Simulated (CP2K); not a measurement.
Runs of CP2K 2026.2 on AlN. It takes space group F-43m (No. 216, cubic). Conventional cell: a = 4.368 Å, b = 4.368 Å, c = 4.368 Å, α = 90.00°, β = 90.00°, γ = 90.00°. Al (site symmetry -43m) is surrounded by 4 N at 1.89 Å. N (site symmetry -43m) has 4 Al at 1.89 Å as nearest neighbours. Measurements of this composition are mostly on another form, of space group No. 186.

```csv
task,level,potentials or basis,smearing,NGRIDS,points a segment of the path (NPOINTS),bands added on the path,CUTOFF of the grids,gap on the mesh (eV),pressure (GPa),V0 of scaled cells (Å³/atom),B0 (GPa)
band structure,LDA,"GTH_POTENTIALS Al GTH-PADE-q3, N GTH-PADE-q5; TZVP-MOLOPT-PBE-GTH basis",fermi-dirac 0.0259 eV,4,6,6,450 Ry,(b),-4.9,-,-
band structure,TB-mBJ,"POTENTIAL_UZH Al GTH-PBE-q3, N GTH-PBE-q5; TZVP-MOLOPT-PBE-GTH basis",fermi-dirac 0.0259 eV,4,6,6,675 Ry,3.99,-,-,-
equation of state,PBE+D3(BJ),"POTENTIAL_UZH Al GTH-PBE-q3, N GTH-PBE-q5; TZVP-MOLOPT-PBE-GTH basis",fermi-dirac 0.0259 eV,4,-,-,450 Ry,-,-,(a),198
equation of state,PBEsol,"POTENTIAL_UZH Al GTH-PBE-q3, N GTH-PBE-q5; TZVP-MOLOPT-PBE-GTH basis",fermi-dirac 0.05 eV,4,-,-,450 Ry,-,-,10.60,195
single point,PBEsol,"POTENTIAL_UZH Al GTH-PBE-q3, N GTH-PBE-q5; TZVP-MOLOPT-PBE-GTH basis",fermi-dirac 0.05 eV,5,-,-,450 Ry,3.17,(c),-,-
```

Alike in all rows: no spin polarisation; cell as given; k mesh 10 × 10 × 10.

Q: Estimate the missing entries.

A: (a) 10.39; (b) 3.25; (c) 3.4.

Caveats: the basis of atomic orbitals isn't converged, which shifts pressures, moduli and gaps; the potentials were made for another functional, which shifts forces and pressure (some runs); this is a model potential without an energy functional, so only levels have meaning (some runs).

A k mesh can miss the band edges.

Not every run made on this cell is shown here.
